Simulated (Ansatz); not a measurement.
**ZnO under uniaxial strain: field gradients at the nuclei**

Cell: an entry of the Crystallography Open Database (COD), ions relaxed with PBE at fixed cell.

```
CELL_PARAMETERS angstrom
3.24940 0.00000 0.00000
-1.62470 2.81406 0.00000
0.00000 0.00000 5.20380
ATOMIC_POSITIONS crystal
Zn 0.33333 0.66667 0.00048
Zn 0.66667 0.33333 0.50048
O 0.33333 0.66667 0.38162
O 0.66667 0.33333 0.88162
```

Atoms are numbered from 1 in the order listed; like atoms form one site, named after its first atom.

The numbers come from a DFT calculation in Ansatz (PBE, plane waves and PAW, scalar-relativistic, 420 eV cutoff, Γ-centred 11×11×6 k-points, Fermi–Dirac smearing 0.02 eV).

The cell is stretched along z (the third Cartesian axis of the run's cell), x and y held, and the ions relax again each time.

```
strain along z (%)  Zn: V along z (10²¹ V/m²)  O: V along z (10²¹ V/m²)
                -3                       1.06                     -0.97
                -2                       0.83                     -0.74
                -1                          ?                         ?
                 0                       0.54                     -0.29
                +1                       0.38                     -0.05
                +2                       0.21                      0.20
                +3                       0.15                      0.43
```

Question: Estimate the row at -1 % from the others.

Answer: Zn: 0.70; O: -0.52. Worked for Zn: a straight line through the other 6 rows has a slope of -0.153 × 10²¹ V/m² per per cent of strain and gives 0.71 at -1 %, against 0.70 from the run; the rows don't lie on one smooth curve, and relaxations that stop at forces of about 0.02 eV/Å can cause such scatter. For Zn-67 that is −0.45 MHz of C_Q per per cent. Worked for O: a straight line through the other 6 rows has a slope of 0.234 × 10²¹ V/m² per per cent of strain and gives -0.51 at -1 %, against -0.52 from the run, so the response is nearly linear here. For 17O that is −0.14 MHz of C_Q per per cent.

At this cell the principal stresses reach 5 GPa in size with PBE, which can matter for small gradients. With a gap of 0.8 eV on this mesh, small gradients can still move by 0.1 × 10²¹ V/m² or more as the k-mesh gets denser.
